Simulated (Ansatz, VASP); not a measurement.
# Cross-check of InAs between VASP and Ansatz, part 2 of 2

Aim: how closely do two programs agree when they are given the same cell, functional and k mesh? The cell is taken from a series of runs on this material, whose earlier steps may have relaxed, scaled, displaced or heated it; both programs get it as it stands.

VASP 6.6.1 and Ansatz 0.2.0.

So far: Set-up; VASP: zone-centre phonons, LDA.

## 3. Ansatz: zone-centre phonons, LDA

Level of this step: Ansatz beside VASP: Kohn-Sham DFT, plane waves, LDA (Ansatz).

Ansatz runs on its PAW soft_1 files.

The same cell, functional (in two slightly different forms), mesh and smearing now go to Ansatz, which takes its cutoff from its data sets.

input.yaml reads:

```yaml
crystal:
  lattice:
    - [-0.0309271967, 2.9835806232, 3.0459775318]
    - [2.9835806232, -0.0309271967, 3.0459775318]
    - [2.9526534265, 2.9526534265, 0.0]
  atoms:
    - { symbol: As, position: [0.7481949481, 0.7481949481, 0.7518050519] }
    - { symbol: In, position: [0.0018050519, 0.0018050519, -0.0018050519] }
kpoints:
  mp_grid: { grid: [12, 12, 12] }
hamiltonian:
  xc: lda
  pseudopotentials: { kind: paw, azcp: { folder: soft_1 }, xc_functional: pbe }
scf:
  occupations: { method: methfessel_paxton, width: 0.2 }
output:
  eigenvalues: true
phonons:
  method: dfpt
```

The run is started by

```
> ansatz run input.yaml --threads 4 --pin off --max-ram 10240MiB --backend cpu --events-out ev --progress --plain --runs-dir out
```

Numbers of over 12 decimals in the logs are rounded to 6 here.

Output:

```text
zone centre: on kpoints.mp_grid the ground state, and the responses unless they are solved on pairs of k-points, stand on 476 of the mesh's 1728 k-points, reduced under 2 symmetry operations, with k and −k counted as one. Each operation leaves every solved displacement unchanged or reverses it
Engine: ansatz 0.2.0, x86_64-unknown-linux-gnu
Pseudopotentials: kind: paw
Pseudopotential: As, paw, valence charge 15, recommended cutoff 420 eV (normal), soft_1/As.paw.azcp
Pseudopotential: In, paw, valence charge 13, recommended cutoff 420 eV (normal), soft_1/In.paw.azcp
Functional definition: SPW92
  exchange = slater_x
  correlation = pw_c
Crystal: 2 atoms, lattice volume = 54.223 Å³
Basis set: ecut = 420 eV, 1039 PW (Γ), exchange–correlation on 60×60×60 points (8 copies of the dense FFT grid, shifted against one another)
Bands: 18, of which v1, the nominal top of the filled ones, is band 14 counted from 1 (13 counted from 0)
Symmetry: 4 space group operations
k-points: 476 of 1728 (irreducible under 2 space group operations, time reversal used)
Non-local potential: As, projectors of the file, l = 0: 2, l = 1: 2, l = 2: 3, l = 3: 1
Non-local potential: In, projectors of the file, l = 0: 2, l = 1: 2, l = 2: 2, l = 3: 1
PAW form: soft (Blöchl's): semilocal exchange-correlation on the pseudo side does not see the compensation charge
PAW frozen core: As, regenerated for the run's functional, and the local potential with it (the file was generated under x = pbe(κ = 0.804, μ = 0.219515), c = pbe(β = 0.066725))
PAW frozen core: In, regenerated for the run's functional, and the local potential with it (the file was generated under x = pbe(κ = 0.804, μ = 0.219515), c = pbe(β = 0.066725))
PAW one-centre angular grid: As, 590 points (default); XC on 64 Gauss nodes
PAW one-centre angular grid: In, 590 points (default); XC on 64 Gauss nodes
Initial density: superposition of atomic densities (chi_scale 0.1, normalization cell, long waves kept (reshape's long-wave potential 0.00 eV rms))
Initial wavefunctions: pseudopotential atomic-orbital guess
Functional: x = slater, c = lda
SCF iter   1: F=—  HF=-10231.426797 eV  |F-HF|=—  |Δ(HF+E_count)|=         —  Δρ=2.84e-2  dr2=3.90e-1  ethr=3.10e-3  ⟨swp⟩=5.2  Hψ=43762  notcnv=0
preconditioner: auto → Kerker (q_TF=auto, 2.444 Å⁻¹)  [metal: Δε(μ)=0.086 eV  Ē_g=14.745 eV  σ=0.200 eV  W_gap=0.35  n_scr=14 (ndim 8)  ℏωp=21.4 eV  f_vac=0.005  D(μ)=0.04/eV (n_scr^D=0)]
SCF iter   2: F=—  HF=-10231.349847 eV  |F-HF|=—  |Δ(HF+E_count)|=   7.69e-2  S|Δr|=    0.00e0  Δρ=1.80e-2  dr2=1.75e-1  ethr=1.39e-3  ⟨swp⟩=2.0  Hψ=14106  notcnv=0
SCF iter   3: F=—  HF=-10231.298120 eV  |F-HF|=—  |Δ(HF+E_count)|=   5.17e-2  S|Δr|=    0.00e0  Δρ=3.32e-3  dr2=1.14e-2  ethr=6.26e-4  ⟨swp⟩=2.9  Hψ=12271  notcnv=0
SCF iter   4: F=—  HF=-10231.296973 eV  |F-HF|=—  |Δ(HF+E_count)|=   1.15e-3  S|Δr|=    0.00e0  Δρ=1.35e-3  dr2=2.15e-3  ethr=4.06e-5  ⟨swp⟩=2.1  Hψ=15265  notcnv=0
SCF iter   5: F=—  HF=-10231.296992 eV  |F-HF|=—  |Δ(HF+E_count)|=   1.90e-5  S|Δr|=    0.00e0  Δρ=4.44e-4  dr2=1.76e-4  ethr=7.69e-6  ⟨swp⟩=2.1  Hψ=15086  notcnv=0
SCF iter   6: F=—  HF=-10231.296856 eV  |F-HF|=—  |Δ(HF+E_count)|=   1.36e-4  S|Δr|=    0.00e0  Δρ=2.30e-4  dr2=2.45e-5  ethr=6.28e-7  ⟨swp⟩=2.0  Hψ=15233  notcnv=0
SCF iter   7: F=—  HF=-10231.296866 eV  |F-HF|=—  |Δ(HF+E_count)|=   1.01e-5  S|Δr|=    0.00e0  Δρ=4.52e-5  dr2=9.89e-7  ethr=8.76e-8  ⟨swp⟩=2.0  Hψ=14782  notcnv=0
SCF iter   8: F=—  HF=-10231.296867 eV  |F-HF|=—  |Δ(HF+E_count)|=   1.51e-6  S|Δr|=    0.00e0  Δρ=7.62e-6  dr2=4.23e-8  ethr=3.53e-9  ⟨swp⟩=2.0  Hψ=9991  notcnv=0
SCF iter   9: F=—  HF=-10231.296867 eV  |F-HF|=—  |Δ(HF+E_count)|=   1.62e-8  S|Δr|=    0.00e0  Δρ=2.40e-6  dr2=6.83e-9  ethr=1.51e-10  ⟨swp⟩=2.0  Hψ=15233  notcnv=0
SCF iter  10: F=—  HF=-10231.296867 eV  |F-HF|=—  |Δ(HF+E_count)|=   1.24e-9  S|Δr|=    0.00e0  Δρ=6.69e-7  dr2=4.29e-10  ethr=2.44e-11  ⟨swp⟩=2.0  Hψ=9207  notcnv=0
SCF iter  11: F=—  HF=-10231.296867 eV  |F-HF|=—  |Δ(HF+E_count)|=  4.73e-11  S|Δr|=    0.00e0  Δρ=1.92e-7  dr2=1.87e-11  ethr=1.53e-12  ⟨swp⟩=3.0  Hψ=15252  notcnv=0
SCF iter  12: F=-10231.296867 eV  HF=-10231.296867 eV  |F-HF|=3.64e-12  |Δ(HF+E_count)|=  1.09e-11  S|Δr|=    0.00e0  Δρ=4.57e-8  dr2=1.68e-12  ethr=1.00e-12  ⟨swp⟩=5.0  Hψ=32359  notcnv=0
SCF 1 converged in 12 iterations: F = -10231.296867 eV  dr2 = 1.68e-12
  greatest PAW one-centre occupation: 0.999 electrons in one spin orbital (limit 2), on the As atom at site 0 (counted from 0), in its partial waves of l = 2
DFPT response loops at Γ: preconditioner auto → Kerker (q_TF=auto, 2.444 Å⁻¹) (partly filled bands, converged f_vac=0.081); β = 1.00, the filter's whole step (`scf.mixing.beta` (0.50) is not read by the response loops under this deck's `scf.mixing.preconditioner`; to damp them name `kerker` or `kerker_dos`, under which they read `scf.mixing.beta`, and type it under 1.00, their step now; both keys bind the ground state too); Broyden in place of MSR1
SCF converged after 12 iterations
Stability not checked: this state was not tested for a lower state beside it, because cold or Methfessel-Paxton smearing, or corrected tetrahedra, fill the levels in a way that the test cannot read (fill_not_monotonic; see scf.lower_state_search)
Free energy (F): -10231.296867 eV
Harris-Foulkes:  -10231.296867 eV  (|F-HF|=3.64e-12)
Internal energy: -10231.297304 eV  (E = F + TS)
E sigma→0 (E₀):  -10231.296976 eV
Entropy (-TS):   0.000437 eV (0.219 meV/atom)
Fermi energy:    7.694005 eV
Step filling:    the computed levels leave a gap of 0.0913 eV = 0.5 smearing widths at the electron count; against every level under it full and every level over it empty, smearing changes F+E_penalty+E_count by +0.150 meV and its σ→0 estimate by +0.041 meV
--- Per-component energies (eV) ---
  E_band       = -321.099598
  E_kinetic    = 318.889218
  E_local      = -3459.631373  (includes V_loc(G=0)·N_el)
  E_nonlocal   = -59.452454
  E_hartree    = 1720.672543
  E_xc         = -212.522561
  E_vxc        = -164.920401  (∫ρ·V_xc dr)
  E_paw        = -6001.879608  (= ΣΔE_a)
  E_vpaw       = -397.329744  (= ΣTr[D̂ρ^β])
  E_aug_tail   = 0.000075  (compensation charges beyond the density's cutoff)
  E_ewald      = -2539.732907
  E_core_change = 2.359764  (= ΣΔE_core)
  E_smearing   = 0.000437  (= −TS)
  E_closure    = 0.000000  (closes the sum)
  Σ components = -10231.296867   (vs F -10231.296867, Δ=0.00e0)
--- Band table (eV; the first three rows and the last of 476) ---
  k-point 0: bands = [... 10 lower, -4.4454, 7.2618, 7.5468, 7.5772, 7.7291, 11.3462, 11.5001, 11.5579]
  k-point 1: bands = [... 10 lower, -4.3681, 6.2956, 7.4832, 7.5055, 8.3595, 11.4934, 11.5298, 11.6726]
  k-point 2: bands = [... 10 lower, -4.1451, 5.0620, 7.2571, 7.2596, 8.7269, 11.7995, 11.8360, 12.0519]
  k-point 475: bands = [... 10 lower, -2.3906, 1.5303, 5.1821, 5.4041, 9.0433, 9.7431, 16.6099, 16.8569]
--- Phonons (Γ-DFPT): 4 representative perturbations + reference, on 476 of 1728 k-points (Σ response iterations 12) ---
  k mesh reduced under 2 symmetry operations, with k and −k counted as one. Each operation leaves every solved displacement unchanged or reverses it
  ASR residual: 6.223e-5 → 0.000e0 eV/Å²; symmetrization residual: 2.252e-5 eV/Å²
  ASR residual per site (eV/Å²): 2.14e-5 6.22e-5
  Γ frequencies (cm⁻¹): 0.00 0.00 0.00 215.54 216.68 218.38
  non-analytic LO–TO correction: not included (Born effective charges unavailable; polar crystals: no LO–TO splitting at Γ)
```

## 4. Side by side

Known differences besides the potentials themselves: the two LDA forms differ slightly; the data sets hold 28 valence electrons in Ansatz (on its PAW soft_1 files) and 18 in VASP; the cutoff is 420 eV in Ansatz and 500 eV in VASP; VASP's log shows a relativistic correction to its local exchange, Ansatz's none. Total energies have different zeros and are not compared.

Both answers:

| quantity | Ansatz | VASP | difference |
| --- | --- | --- | --- |
| optical mode 1 (cm⁻¹) | 215.5 | 216.6 | -0.49 % |
| optical mode 2 (cm⁻¹) | 216.7 | 217.6 | -0.44 % |
| optical mode 3 (cm⁻¹) | 218.4 | 219.3 | -0.42 % |

Modes are paired by rising frequency, not by their patterns, so a pair may set unlike modes beside each other; they are those without the splitting of longitudinal modes.

## 5. Results

* r.m.s. difference of the optical zone-centre modes, each program's sorted by frequency (zone-centre phonons, LDA): 0.98 cm⁻¹

The r.m.s. difference of the optical zone-centre modes, each program's sorted by frequency is 0.98 cm⁻¹ (zone-centre phonons, LDA). The data sets hold unlike numbers of valence electrons (28 in Ansatz and 18 in VASP), so part of the differences comes from the potentials. Such differences can come from data sets, numerical settings and the points named under the comparisons, not from the functional's error against experiment.

[Lines on the potential files, build, host, timing and source positions are cut from VASP's logs without a mark.]

[Logs are printed without paths, hosts, clocks, repeated set-up lines and the standing remarks that a program may print on its own settings, such as how far it seeks lower states.]

[Hosts, paths, dates, database ids (printed as entryN), source tags and the programs' standing remarks are cut or masked in the printed files.]
